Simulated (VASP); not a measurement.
CdTe: single point with LDA

**Measured values to compare with.**

A printed reference work, data compilation reports, for a bulk crystal of CdTe at 0 K: band gap 1.607 eV.

CdTe:

```xyz
2
Lattice="0.0000 3.2050 3.2050 3.2050 0.0000 3.2050 3.2050 3.2050 0.0000" Properties=species:S:1:pos:R:3 pbc="T T T"
Te    1.6025    1.6025    1.6025
Cd    0.0000    0.0000    0.0000
```

```yaml
Program: VASP 6.6.1
Task: single point
Functional: LDA
Potentials_or_basis: VASP PAW LDA potentials, release 64 (Te, Cd)
Cutoff: 520 eV
k_mesh: 7 × 7 × 7
Occupations: gaussian, width 0.05 eV
Spin: no spin polarisation
```

The pressure is 0.2 GPa. The band gap on the k mesh is 0.65 eV, direct.

Levels at points of the mesh, in eV from the valence-band top:
| k point | band 6 | band 7 | band 8 | band 9 | band 10 | band 11 | band 12 | band 13 |
| --- | --- | --- | --- | --- | --- | --- | --- | --- |
| (0.00, 0.00, 0.00) | -8.12 | 0.00 | 0.00 | 0.00 | 0.65 | 4.48 | 4.48 | 4.48 |

Run time: 15 s on 1 thread of Intel(R) Xeon(R) Platinum 8488C (Sapphire Rapids), with other jobs on the host, peak memory 0.17 GiB.

A measured gap of CdTe is 1.607 eV (0 K; a printed reference work, data compilation); the calculated 0.65 eV misses it by -0.95 eV. Spin-orbit coupling on Cd, Te is left out. The value is that of LDA, without temperature or zero-point motion. Semilocal functionals fall short of measured gaps as a rule.

Caveat: spin-orbit coupling is left out, which moves the levels of the heavy elements.
